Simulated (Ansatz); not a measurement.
# SiC (model cell, started as CsCl type): following an unstable mode, part 3 of 3

Wanted: the energy along a soft mode of SiC (model cell, started as CsCl type) and the structure at the end.

Ansatz 0.2.0; DFT PBEsol, scalar-relativistic, plane waves, norm-conserving pseudopotentials.

So far. Step 5 (Energy along the mode, all amplitudes (two of the runs …): The lowest of the steps tried is the last one, at 0.6 Å, 738 meV/atom below the parent; the bottom of the well need not coincide with a step. Step 7 (The new phase in its own primitive cell): The largest force component left is 0.30 meV/Å and the pressure is 0.002 GPa, within the tolerances set. The cell now holds 11.60 Å³/atom. The relaxed cell has a = 3.477, c = 3.838 Å (conventional setting).

The structure was built from a prototype and need not be the compound's stable phase.

### 8. Modes of the new phase, k-mesh 12×12×12

A relaxed structure may still be a saddle point, so its zone-centre modes are computed. No field response is asked, since the mesh shows no gap.

The input, input.yaml:

```yaml
crystal:
  lattice:
    - [3.4767758454, 0.0, 0.0]
    - [0.0, 3.4767758454, 0.0]
    - [0.0, 0.0, 3.8376016094]
  atoms:
    - { symbol: Si, position: [0.5, 0.5, 0.0] }
    - { symbol: Si, position: [0.0, 0.0, 0.0] }
    - { symbol: C, position: [0.0, 0.5, 0.8147212869] }
    - { symbol: C, position: [0.5, 0.0, 0.1852787131] }
kpoints:
  mp_grid: { grid: [12, 12, 12] }
hamiltonian:
  xc: pbesol
  pseudopotentials: { kind: nc }
scf:
  occupations: { method: methfessel_paxton, width: 0.2 }
output:
  eigenvalues: true
phonons:
  method: dfpt
```

Run with:

```bash
> ansatz run input.yaml --threads 4 --pin off --max-ram 10240MiB --backend cpu --events-out ev --progress --plain --runs-dir out
```

Numbers of over 12 decimals in the logs are rounded to 6 here.

Log:

```text
zone centre: on kpoints.mp_grid the ground state, and the responses unless they are solved on pairs of k-points, stand on 343 of the mesh's 1728 k-points, reduced under 4 symmetry operations, with k and −k counted as one. Each operation leaves every solved displacement unchanged or reverses it
[...]
Crystal: 4 atoms, lattice volume = 46.389 Å³
Basis set: ecut = 1115.666836 eV, 3929 PW (Γ), exchange–correlation on 80×80×90 points (8 copies of the dense FFT grid, shifted against one another)
Bands: 12, of which v1, the nominal top of the filled ones, is band 8 counted from 1 (7 counted from 0)
Symmetry: 16 space group operations
k-points: 343 of 1728 (irreducible under 4 space group operations, time reversal used)
[...]
SCF iter   1: F=—  HF=-557.445747 eV  |F-HF|=—  |Δ(HF+E_count)|=         —  Δρ=1.30e-1  dr2=1.01e1  ethr=3.10e-3  ⟨swp⟩=5.7  Hψ=28568  notcnv=0
[...]
SCF iter   9: F=-554.119005 eV  HF=-554.119005 eV  |F-HF|=2.39e-12  |Δ(HF+E_count)|=  2.68e-11  S|Δr|=    0.00e0  Δρ=9.45e-8  dr2=4.22e-12  ethr=1.00e-12  ⟨swp⟩=7.4  Hψ=21745  notcnv=0
[...]
SCF 1 converged in 9 iterations: F = -554.119005 eV  dr2 = 4.22e-12
DFPT response loops at Γ: preconditioner auto → Kerker (q_TF=auto, 2.285 Å⁻¹) (partly filled bands, converged f_vac=0.000); β = 1.00, the filter's whole step (`scf.mixing.beta` (0.50) is not read by the response loops under this deck's `scf.mixing.preconditioner`; to damp them name `kerker` or `kerker_dos`, under which they read `scf.mixing.beta`, and type it under 1.00, their step now; both keys bind the ground state too); Broyden in place of MSR1
SCF converged after 9 iterations
[...]
Free energy (F): -554.119005 eV
[...]
Internal energy: -554.119346 eV  (E = F + TS)
E sigma→0 (E₀):  -554.119090 eV
Entropy (-TS):   0.000340 eV (0.085 meV/atom)
Fermi energy:    7.887275 eV
[...]
--- Band table (eV; the first three rows and the last of 343) ---
  k-point 0: bands = [... 4 lower, 5.3299, 5.5078, 6.7918, 6.7918, 7.1831, 12.8118, 12.9828, 14.0753]
  k-point 1: bands = [... 4 lower, 4.6974, 6.2026, 6.7654, 6.7654, 7.2231, 12.4508, 13.4629, 13.9103]
  k-point 2: bands = [... 4 lower, 4.1226, 6.6921, 6.6921, 6.9089, 7.3381, 12.2667, 13.4832, 14.0355]
  k-point 342: bands = [... 4 lower, 4.1289, 4.1289, 5.1423, 5.1423, 14.3328, 14.3328, 16.0152, 16.0152]
--- Phonons (Γ-DFPT): 4 representative perturbations + reference, on 343 of 1728 k-points (Σ response iterations 12) ---
  k mesh reduced under 4 symmetry operations, with k and −k counted as one. Each operation leaves every solved displacement unchanged or reverses it
  ASR residual: 3.533e-5 → 0.000e0 eV/Å²; symmetrization residual: 1.450e-6 eV/Å²
  ASR residual per site (eV/Å²): 1.33e-5 1.33e-5 3.53e-5 3.53e-5
  Γ frequencies (cm⁻¹): 0.00 0.00 0.00 4.82 450.81 450.81 542.28 601.53 690.35 690.35 830.51 830.51
  non-analytic LO–TO correction: not included (Born effective charges unavailable; polar crystals: no LO–TO splitting at Γ)
```

Wall time 63 s (4 threads of Arm Neoverse V1, shared host); peak memory 2.6 GiB.

Numbers from this step:

- sum-rule residual before enforcement: 3.53e-5 eV/Å²
- point group: 4/mmm
- highest optical mode at the zone centre (no LO-TO term): 830.5 cm⁻¹
- lowest optical zone-centre mode: 4.82 cm⁻¹

Patterns of degenerate modes are one choice out of their space. Modes at Γ, with each element's share of the kinetic energy:

```
mode  frequency (cm⁻¹)  symmetry  Si %  C %
   1               0.0  acoustic    70   30
   2               0.0  acoustic    70   30
   3               0.0  acoustic    70   30
   4               4.8       B1g   100    0
   5             450.8        Eg    78   22
   6             450.8        Eg    78   22
   7             542.3       A1g     0  100
   8             601.5       A2u    30   70
   9             690.4        Eu    30   70
  10             690.4        Eu    30   70
  11             830.5        Eg    22   78
  12             830.5        Eg    22   78
```

Displacements in mode 6 (450.8 cm⁻¹), the largest set to 1:
```
Si1  0.00  1.00  0.00
Si2  0.00 -1.00  0.00
C3   0.00 -0.80  0.00
C4   0.00  0.80  0.00
```

Displacements in mode 11 (830.5 cm⁻¹), the largest set to 1:
```
Si1  0.00  0.34  0.00
Si2  0.00 -0.34  0.00
C3   0.00  1.00  0.00
C4   0.00 -1.00  0.00
```

Before it was imposed, the acoustic sum rule was missed by 3.5e-5 eV/Å². Small misses are needed for a sound result but don't prove that mesh and cutoff are converged. The lowest optical mode is real, 4.8 cm⁻¹.

### 9. Outcome

```json
{
 "unstable mode of the parent": "q = (0, -0.5, -0.5), 795i cm⁻¹",
 "depth at the lowest point sampled": "738 meV/atom",
 "largest atomic shift at that point": "0.6 Å",
 "space group reached (within 0.01 Å)": "P4/nmm",
 "energy gained over the parent (first relaxation, on the mesh of the frozen mode)": "983 meV/atom",
 "volume per atom, phase reached": "11.6 Å³",
 "lowest optical zone-centre mode, phase reached": "4.8 cm⁻¹",
 "highest optical mode at the zone centre (no LO-TO term), phase reached": "831 cm⁻¹"
}
```

What this shows: Along this mode the structure falls into P4/nmm, 983 meV/atom below the parent. At the parent's cell the well is 737.8 meV/atom deep on the steps tried, with its lowest point at a shift of 0.6 Å. That is the last step tried, so the steps alone don't bracket the bottom of the well. Relaxing atoms and cell changes the gain by +244.95 meV/atom against the lowest step (energies at zero smearing). The new phase has no imaginary mode at the zone centre of its cell; other wavevectors were not checked. Of the 2 patterns followed to their end from this parent, this one reaches the lowest energy. Each path keeps the symmetry of its pattern, so a lower phase may lie along a pattern not tried. With no gap, or one that is small against the smearing, the frequencies hang on the k mesh and the smearing, most of all near Kohn anomalies. An optical mode within 15 cm⁻¹ of zero is at the mercy of small errors in the force constants, and even its sign is uncertain. The starting cell was built on a prototype and not taken from a measurement, so the phase need not exist.

[Logs are printed without paths, hosts, clocks, repeated set-up lines and the standing remarks that a program may print on its own settings, such as how far it seeks lower states.]

[Hosts, paths, dates, database ids (printed as entryN), source tags and the programs' standing remarks are cut or masked in the printed files.]
